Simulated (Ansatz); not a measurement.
# 1T-PbSSe monolayer in a perpendicular field, part 2 of 3

Wanted: the out-of-plane response of the 1T-PbSSe monolayer. A positive field points along +c.

Ansatz 0.2.0; plane-wave DFT, PBE-D3(BJ), Ansatz PAW.

So far. Step 2 (Relaxation): The lattice constant a goes from 3.521 to 3.878 Å.

## (3) Single point, field 0

A sawtooth potential applies the field, turning back in the middle of the vacuum. With the dipole correction the typed value is the field outside the slab. The induced dipole is small, so the SCF threshold is tight.

The cell differs from the one that the last finished run ended in (c 36.559 → 21.236 Å).

File input.yaml:

```yaml
crystal:
  lattice:
    - [3.8777501749, 0.0, 0.0]
    - [-1.9388750874, 3.358230161, 0.0]
    - [0.0, 0.0, 21.2360234483]
  atoms:
    - { symbol: Se, position: [0.6666666667, 0.3333333333, 0.4238081589] }
    - { symbol: Pb, position: [0.0, 0.0, 0.5039118641] }
    - { symbol: S, position: [0.3333333333, 0.6666666667, 0.5761918411] }
kpoints:
  mp_grid: { grid: [18, 18, 1] }
  band_path:
    path: [[0, 0, 0], [0.5, 0, 0], [0.33333333, 0.33333333, 0], [0, 0, 0]]
    npoints: 16
hamiltonian:
  xc: pbe
  dispersion: d3bj
scf:
  occupations: { method: fermi_dirac, width: 0.02585 }
  convergence: { dr2_threshold: 1.0e-10 }
efield:
  axis: 3
  dipole_correction: true
  ramp_position: 0.97
  ramp_width: 0.06
  amplitude: 0
output:
  dos: { projected: true, e_range: [-6, 5] }
  write_potential: true
  write_density: true
  volumetric_format: npy
  elf: true
```

On the command line:

```sh
ansatz run input.yaml --threads 2 --pin off --max-ram 3072MiB --backend cpu --events-out ev --progress --plain --runs-dir out
```

Numbers of over 12 decimals in the logs are rounded to 6 here.

The program printed:

```text
[...]
Crystal: 3 atoms, lattice volume = 276.544 Å³
Basis set: ecut = 420 eV, 5459 PW (Γ)
Bands: 22, of which v1, the nominal top of the filled ones, is band 18 counted from 1 (17 counted from 0)
Symmetry: 6 space group operations
[...]
k-points: 37 of 324 (time reversal used)
[...]
SCF iter   1: F=—  HF=-18278.183692 eV  |F-HF|=—  |Δ(HF+E_count)|=         —  Δρ=2.68e-3  dr2=1.71e-1  ethr=1.77e-3  p=-0.051 e·Å  D=-3.32e-2 V/Å  ΔV_dip=0.71 eV  dr2_dipole=3.97e-2  V_vac-E_F(+/−)=6.28/5.58 eV  ⟨swp⟩=9.9  Hψ=5151  notcnv=0
efield: sawtooth ramp at fractional position 0.9700 (set: `efield.ramp_position`, or a place that a band, a saddle search or an elastic batch's reference lends), width 0.0600; the density the first Hamiltonian is built on has a dipole p = -0.051 e·Å; the dipole correction subtracts the counter field D = -3.32e-2 V/Å, which shifts the + side's vacuum level by +0.71 eV against the − side's; the planar-averaged density in the ramp window peaks in size at 7.1e-6 e/Å³
[...]
SCF iter   2: F=—  HF=-18278.305631 eV  |F-HF|=—  |Δ(HF+E_count)|=   1.22e-1  Δρ=7.74e-3  dr2=1.53e0  ethr=4.75e-4  p=0.053 e·Å  D=3.49e-2 V/Å  ΔV_dip=-0.74 eV  dr2_dipole=3.82e-1  V_vac-E_F(+/−)=5.45/6.19 eV  ⟨swp⟩=4.9  Hψ=1935  notcnv=0  recentre
[...]
SCF iter  10: F=-18278.168650 eV  HF=-18278.168650 eV  |F-HF|=2.18e-11  |Δ(HF+E_count)|=  2.51e-10  Δρ=6.64e-8  dr2=1.55e-11  ethr=1.00e-12  p=-0.026 e·Å  D=-1.69e-2 V/Å  ΔV_dip=0.36 eV  dr2_dipole=1.57e-12  V_vac-E_F(+/−)=6.21/5.85 eV  ⟨swp⟩=3.9  Hψ=2241  notcnv=0
SCF 1 converged in 10 iterations: F = -18278.168650 eV  dr2 = 1.55e-11
[...]
NSCF: frozen V_eff on 49 k-points
efield: sawtooth ramp at fractional position 0.9700 (kept from the solve that this one continues, or follows in the run), width 0.0600; the density the first Hamiltonian is built on has a dipole p = -0.026 e·Å; the dipole correction subtracts the counter field D = -1.69e-2 V/Å, which shifts the + side's vacuum level by +0.36 eV against the − side's; the planar-averaged density in the ramp window peaks in size at 5.8e-6 e/Å³
WARN: The output density's exchange-correlation potential varies sharply where the density is thin. Do not read a vacuum level from v_tot or v_xc, or from such a field of the output density. On a cell that repeats whose density bears no net charge and no dipole along the vacuum's axis use v_es (v_loc + v_h of the components); under efield.dipole_correction with no amplitude use v_es + v_field, which holds any externa [...]
SCF converged after 10 iterations
Free energy (F): -18278.168650 eV
[...]
Internal energy: -18278.168403 eV  (E = F + TS)
E sigma→0 (E₀):  -18278.168527 eV
Entropy (-TS):   -0.000248 eV (-0.083 meV/atom)
Fermi energy:    -2.272372 eV
Dipole field:    D = -0.016869 V/Å  (p = -0.025780 e·Å, saw-weighted, corrected)
Work function:   Φ+ = 6.2052 eV   Φ− = 5.8469 eV
Levels:          The Fermi level and band energies are counted from a zero that moves with the ramp; work functions are not
[...]
--- Band table (eV; the first three rows and the last of 37) ---
  k-point 0: bands = [... 14 lower, -3.2430, -3.2430, -2.3740, -2.3740, -1.6496, 0.8170, 2.4935, 2.4935]
  k-point 1: bands = [... 14 lower, -3.4530, -3.2954, -2.5800, -2.3853, -1.4817, 1.0105, 2.3618, 2.5545]
  k-point 2: bands = [... 14 lower, -3.5774, -3.4392, -3.0114, -2.4184, -1.2189, 1.3921, 2.2183, 2.7170]
  k-point 36: bands = [... 14 lower, -5.6440, -5.4237, -3.3326, -3.1907, -1.4065, 2.6734, 2.7463, 4.0680]
```

Wall time 20 s (2 threads of Arm Neoverse V1, shared host); peak memory 0.64 GiB.

In the SCF lines HF is the Harris–Foulkes energy and dr2 the Hartree energy of the density residual, in eV; the loop may stop once dr2 is under the threshold and the program's other checks hold. Hψ counts applications of the Hamiltonian.

This step gave:

```
energy at zero smearing            : -18278.1685 eV
dipole along the normal            : -0.02578 e·Å
gap along the path                 : 0.1865 eV
smallest direct gap along the path : 0.5639 eV
step between the vacuum levels     : 0.3582 eV
ionisation energy, upper face      : 6.307 eV
electron affinity, upper face      : 6.120 eV
ionisation energy, lower face      : 5.949 eV
gap, the smaller of path and mesh  : 0.1865 eV
```

Running mean over a fixed 2.5 Å (it still follows the layers) of the planar mean; the ramp of the sawtooth is left out. Table of electron's electrostatic potential energy less the Fermi level by z:

```
z (Å)  electron's electrostatic potential energy less the Fermi level (eV)
  3.0                                                                 5.85
  3.5                                                                 5.85
  4.0                                                                 5.85
  4.5                                                                 5.85
  5.0                                                                 5.85
  5.5                                                                 5.84
  6.0                                                                 5.82
  6.5                                                                 5.71
  7.0                                                                 5.24
  7.5                                                                 4.02
  8.0                                                                 2.50
  8.5                                                                0.842
  9.0                                                                -1.23
  9.5                                                                -3.56
 10.0                                                                -5.09
 10.5                                                                -5.70
 11.0                                                                -5.99
 11.5                                                                -5.48
 12.0                                                                -3.31
 12.5                                                               -0.652
 13.0                                                                 1.53
 13.5                                                                 3.56
 14.0                                                                 5.28
 14.5                                                                 6.00
 15.0                                                                 6.16
 15.5                                                                 6.20
 16.0                                                                 6.20
 16.5                                                                 6.20
 17.0                                                                 6.21
 17.5                                                                 6.21
 18.0                                                                 6.21
```

The density of states has structure finer than the step of the table below, so its rows give means over 0.25 eV, whole bins alone (the curve runs from -6 to 2.08 eV). Peaks (eV: height): -3.380: 2.94, -2.390: 5.88, -0.980: 8.92, -0.870: 9.98, -0.650: 5.17, 0.860: 6.92, 1.170: 6.86.

Density of states against energy, zero at the Fermi level of the run, which the smearing sets inside the gap; means over each step:

```
energy (eV)  density of states (states/eV a cell)
      -4.50                                     0
      -4.25                                 0.337
      -4.00                                  1.53
      -3.75                                  2.05
      -3.50                                  1.18
      -3.25                                  1.61
      -3.00                                  1.76
      -2.75                                  2.09
      -2.50                                  3.21
      -2.25                                  3.44
      -2.00                                  1.94
      -1.75                                  1.51
      -1.50                                  1.55
      -1.25                                  2.83
      -1.00                                  5.53
      -0.75                                  4.12
      -0.50                                  3.08
      -0.25                                  1.54
       0.00                                 0.128
       0.25                                 0.856
       0.50                                  1.12
       0.75                                  2.43
       1.00                                  2.59
       1.25                                  1.36
       1.50                                     0
```

Projected DOS per atom over height of the atomic layer and energy from the Fermi level. Layers: Se Pb S from below.

Ten even steps from '0' (0.00 states/eV) to '9' (2.36 states/eV), each cell a mean:
```
000
000
212
323
111
000
501
906
909
304
213
325
426
223
212
222
222
000
000
000
000
000
```
Columns: height of the atomic layer (Å) from 9 to 12.2 (not evenly spaced); rows upwards: energy from the Fermi level (eV) from -5.96 to 2.05.

The electronic bands at the labelled points (eV, zero at the Fermi level of the run, which the smearing sets inside the gap):

```
  point  band 15  band 16  band 17  band 18  band 19  band 20  band 21  band 22
      Γ    -0.97    -0.97    -0.10    -0.10     0.62     3.09     4.77     4.77
halfway    -1.90    -1.71    -1.03    -0.29     0.95     3.91     5.30     5.47
      M    -2.37    -2.28    -0.86    -0.48     0.08     3.91     5.30     5.61
halfway    -2.98    -2.54    -0.99    -0.84     0.66     4.68     5.13     5.66
      K    -3.37    -3.15    -1.06    -0.92     0.87     4.95     5.02     6.34
halfway    -2.73    -1.61    -1.04    -0.67     1.14     4.70     4.72     5.47
      Γ    -0.97    -0.97    -0.10    -0.10     0.62     3.09     4.77     4.77
```

The electronic bands as a text plot (rows in eV, shown from -8.1 to 4.8 only):

```
    4.5 |+++++++                 +++           ++++++++++++++++++
    4.0 |    ++++++++++++++++++++                        +++
    3.4 |  ++                                               ++++
    2.9 |++                                                     +
    2.4 |
    1.8 |
    1.3 |    ++++++                              ++++++++++++
    0.7 |++++      +++            +++++++++++++++            ++++
    0.2 |             ++++++++++++
   -0.3 |**********************                        **********
   -0.9 |********************************************************
   -1.4 |**********                         *********************
   -1.9 |    *** *********                      ****     ***
   -2.5 |       ***   ***************        ***    *****
   -3.0 |          **             ***********  *******
   -3.5 |            ***             **************
   -4.1 |               *************
   -4.6 |
   -5.2 |
   -5.7 |
   -6.2 |***                                                   **
   -6.8 |   ********                                  *********
   -7.3 |           ****                         *****
   -7.8 |               ***************     *****
         Γ                   M           K                      Γ
```

ELF in the ca plane at fractional y = 0.000, with atoms of Pb within 0.2 Å of it. It is the smooth field of the valence electrons, not physical close to the nuclei.

Ten even steps from '0' (0.00) to '9' (0.74), each cell a mean:
```
00000000000000012440014310000000000000000000
00000000000001123344344321100000000000000000
00000000000135665434433455421000000000000000
00000000001368998642235788863100000000000000
00000000002579999741126899975200000000000000
00000000002479999742125899974200000000000000
00000000001257887533334677642100000000000000
00000000000012344344443333210000000000000000
00000000000000012342134310000000000000000000
00000000000000012430014310000000000000000000
```
Columns run along c (16.0 Å, from fractional 0.16 to 0.92 of the cell), rows up along a (3.9 Å). Atoms in or near the plane, at fractional coordinates: Pb at (0.50, 0.00).

Valence density in the ca plane at fractional y = 0.000, with atoms of Pb within 0.2 Å of it. It is the smooth field of the valence electrons, not physical close to the nuclei.

Values in units of 1e0 e/Å³, 6 rows by 16 columns, each cell a mean:
```
0.0 0.0 0.0 0.0 0.0 0.0 0.0 0.1 2.5 3.4 0.2 0.0 0.0 0.0 0.0 0.0
0.0 0.0 0.0 0.0 0.0 0.0 0.1 0.2 0.4 0.5 0.2 0.1 0.0 0.0 0.0 0.0
0.0 0.0 0.0 0.0 0.0 0.0 0.1 0.3 0.2 0.1 0.3 0.1 0.0 0.0 0.0 0.0
0.0 0.0 0.0 0.0 0.0 0.0 0.1 0.3 0.2 0.2 0.2 0.1 0.0 0.0 0.0 0.0
0.0 0.0 0.0 0.0 0.0 0.0 0.0 0.1 0.7 0.9 0.2 0.0 0.0 0.0 0.0 0.0
0.0 0.0 0.0 0.0 0.0 0.0 0.0 0.1 3.4 4.7 0.2 0.0 0.0 0.0 0.0 0.0
```
Columns run along c (16.0 Å, from fractional 0.09 to 0.84 of the cell), rows up along a (3.9 Å). Atoms in or near the plane, at fractional coordinates: Pb at (0.50, 0.00).

Electrostatic potential energy in the ca plane at fractional y = 0.000, with atoms of Pb within 0.2 Å of it. With pseudopotentials it is smooth inside the atoms' cores, unlike the true potential.

Values in eV, 6 rows by 16 columns, each cell a mean:
```
  4   4   4   4   4   4   3  -1 -30 -33  -4   3   4   4   4   4
  4   4   4   4   4   3   2   0 -10 -12   0   3   4   4   4   4
  4   4   4   4   4   3   1  -3   0   0  -1   2   4   4   4   4
  4   4   4   4   4   3   1  -2  -1  -2  -1   2   4   4   4   4
  4   4   4   4   4   3   3   0 -17 -21  -1   3   4   4   4   4
  4   4   4   4   4   4   3  -1 -31 -33  -5   3   4   4   4   4
```
Columns run along c (16.0 Å, from fractional 0.09 to 0.84 of the cell; values clipped at the 3rd and 97th percentile), rows up along a (3.9 Å). Atoms in or near the plane, at fractional coordinates: Pb at (0.50, 0.00).

The gap is 0.19 eV, with the valence edge 6.31 eV and the conduction edge 6.12 eV under the upper vacuum level. Spin-orbit coupling, left out in this run, matters for the bands of elements this heavy.

## (4) Atoms held, field 0.1 V/Å

input.yaml, as its differences from that of step 3:

```diff
@@ -25,5 +25,4 @@
   ramp_width: 0.06
-  amplitude: 0
+  amplitude: 0.1
 output:
-  dos: { projected: true, e_range: [-6, 5] }
   write_potential: true
@@ -31,2 +30 @@
   volumetric_format: npy
-  elf: true
```

The program printed:

```text
[...]
Crystal: 3 atoms, lattice volume = 276.544 Å³
Basis set: ecut = 420 eV, 5459 PW (Γ)
Bands: 22, of which v1, the nominal top of the filled ones, is band 18 counted from 1 (17 counted from 0)
Symmetry: 6 space group operations
[...]
k-points: 37 of 324 (time reversal used)
[...]
--- Band table (eV; the first three rows and the last of 37) ---
  k-point 0: bands = [... 14 lower, -3.2442, -3.2442, -2.3844, -2.3844, -1.6574, 0.8094, 2.4880, 2.4880]
  k-point 1: bands = [... 14 lower, -3.4543, -3.2969, -2.5903, -2.3955, -1.4892, 1.0029, 2.3493, 2.5491]
  k-point 2: bands = [... 14 lower, -3.5815, -3.4412, -3.0213, -2.4280, -1.2260, 1.3848, 2.2021, 2.7115]
  k-point 36: bands = [... 14 lower, -5.6497, -5.4294, -3.3347, -3.2015, -1.4130, 2.6639, 2.7394, 4.0579]
[key lines of the parts left out:]
SCF converged after 11 iterations
Free energy (F): -18278.167956 eV
Fermi energy:    -2.280532 eV
Dipole field:    D = 0.007785 V/Å  (p = 0.011897 e·Å, saw-weighted, corrected)
```

Wall time 21 s (2 threads); peak memory 0.61 GiB.

The dipole is 0.0119 e·Å, 0.0377 e·Å from its value without field, and the gap 0.191 eV.

[end of part 2 of 3]

[Logs are printed without paths, hosts, clocks, repeated set-up lines and the standing remarks that a program may print on its own settings, such as how far it seeks lower states.]

[Hosts, paths, dates, database ids (printed as entryN), source tags and the programs' standing remarks are cut or masked in the printed files.]

[Maps of the electrostatic potential energy from Ansatz leave out the sawtooth potential of an applied field or a dipole correction, so their vacuum need not be flat; planar profiles and work functions include it.]

[The density of states shown here was stored with 400 of the rows of the run's finer table, so its peaks can read low, often by over a quarter, or be missed, and its means over a window can be off by a tenth or more.]
